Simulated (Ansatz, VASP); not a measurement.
**One calculation of PtS2, two programs**

The input INCAR:

```
SYSTEM = PtS2
PREC = Accurate
ENCUT = 520
EDIFF = 1E-6
ISMEAR = 0
SIGMA = 0.028000000000000004
LREAL = .False.
LASPH = .True.
NELM = 80
ALGO = Normal
ISIF = 2
LWAVE = .False.
LCHARG = .True.
GGA = PE
LELF = .True.
LVHAR = .True.
NBANDS = 18
```

Contents of KPOINTS:

```
Automatic mesh
0
Gamma
  9 9 5
  0 0 0
```

File POSCAR:

```
PtS2
1.0
    3.5432000000      0.0000000000      0.0000000000
   -1.7716000000      3.0685012107      0.0000000000
    0.0000000000      0.0000000000      5.0388000000
Pt S
1 2
Direct
    0.0000000000      0.0000000000      0.0000000000
    0.6666666667      0.3333333333      0.7730000000
    0.3333333333      0.6666666667      0.2270000000
```

The input input.yaml:

```yaml
crystal:
  lattice:
    - [3.5432, 0.0, 0.0]
    - [-1.7716, 3.0685012107, 0.0]
    - [0.0, 0.0, 5.0388]
  atoms:
    - { symbol: Pt, position: [0.0, 0.0, 0.0] }
    - { symbol: S, position: [0.6666666667, 0.3333333333, 0.773] }
    - { symbol: S, position: [0.3333333333, 0.6666666667, 0.227] }
hamiltonian:
  xc: pbe
  pseudopotentials: { kind: paw }
kpoints:
  mp_grid: { grid: [9, 9, 5] }
scf:
  occupations: { method: gaussian, width: 0.028 }
output:
  forces: true
  stress: true
  eigenvalues: true
```

Alike in both runs: task single point; functional PBE; k mesh 9 × 9 × 5; occupations gaussian, width 0.028 eV; no spin polarisation.

|  | VASP | Ansatz |
| --- | --- | --- |
| version | VASP 6.6.1 | Ansatz 0.2.0 |
| potentials or method | VASP PAW PBE potentials, release 64 (Pt, S) | Ansatz PAW |
| plane-wave cutoff (eV) | 520 | 420 |
| valence electrons in the cell | 22 | 30 |

|  | VASP | Ansatz | Ansatz less VASP |
| --- | --- | --- | --- |
| gap on the k mesh at the Fermi level (eV) | 1.03 | 1.02 | -0.015 |
| least direct gap on the mesh (eV) | 1.08 | 1.07 | -0.009 |
| pressure (GPa) | 11.1 | 11.6 | +0.52 |
| largest component of the traceless stress (GPa) | 0.99 | 1.17 | +0.184 |
| rms of the force components (eV/Å) | 0.572 | 0.592 | +0.0206 |

Atom by atom the forces differ by 0.021 eV/Å (rms over components). The functional is the same, so the differences come from potentials, cutoffs and numerics. The two sets of potentials don't hold the same shells in valence.

Caveats: spin-orbit coupling is left out, which moves the levels of the heavy elements; forces of over 1 eV/Å show positions far from the minimum, so gaps and moduli don't describe the material at rest; an odd mesh through Γ misses points on the zone boundary, where band edges often lie (VASP); odd divisions of the mesh miss points on the zone boundary, where band edges often lie, so the gap on the mesh can be too wide (Ansatz).
